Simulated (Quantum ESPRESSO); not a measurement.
**CuAu under changes of volume**

One of the cells (14.556 Å³/atom); the others are scaled copies at fixed shape and fractional positions:

```
Au Cu
1.0
     2.81075    0.00000    0.00000
     0.00000    2.81075    0.00000
     0.00000    0.00000    3.68500
Au Cu
1 1
Direct
  0.00000 0.00000 0.00000
  0.50000 0.50000 0.50000
```

```yaml
Program: Quantum ESPRESSO 7.5
Functional: LDA
Potentials_or_basis: GBRV 1.5 LDA
Cutoff: 762 eV
Density_cutoff: 6095 eV
k_mesh: 9 × 9 × 7
Occupations: fermi-dirac, width 0.05 eV
Spin: no spin polarisation
```

| volume (Å³/atom) | energy over the lowest point (meV/atom) | pressure (GPa) |
| --- | --- | --- |
| 13.683 | 0.00 | 1.3 |
| 13.974 | 1.04 | -2.8 |
| 14.265 | 8.93 | -6.3 |
| 14.556 | 22.78 | -9.4 |
| 14.847 | 41.87 | -12.1 |
| 15.139 | 65.48 | -14.3 |
| 15.430 | ? | ? |

Question: What does the run at 15.430 Å³/atom give?

Answer: Energy over the lowest point 93.02 meV/atom; pressure -16.3 GPa.

Worked out: A Birch-Murnaghan fit of order 3 (a polynomial in V^(-2/3)) to the other rows has its minimum at 13.79 Å³/atom with B0 = V·E''(V) = 196 GPa and B' = 5.6 at fixed shape and positions, which overstates the stiffness. It gives 92.93 meV/atom at 15.430 Å³/atom, against the run's 93.02, and -dE/dV = -16.1 GPa, against -16.3.

Energies are extrapolated to zero smearing.
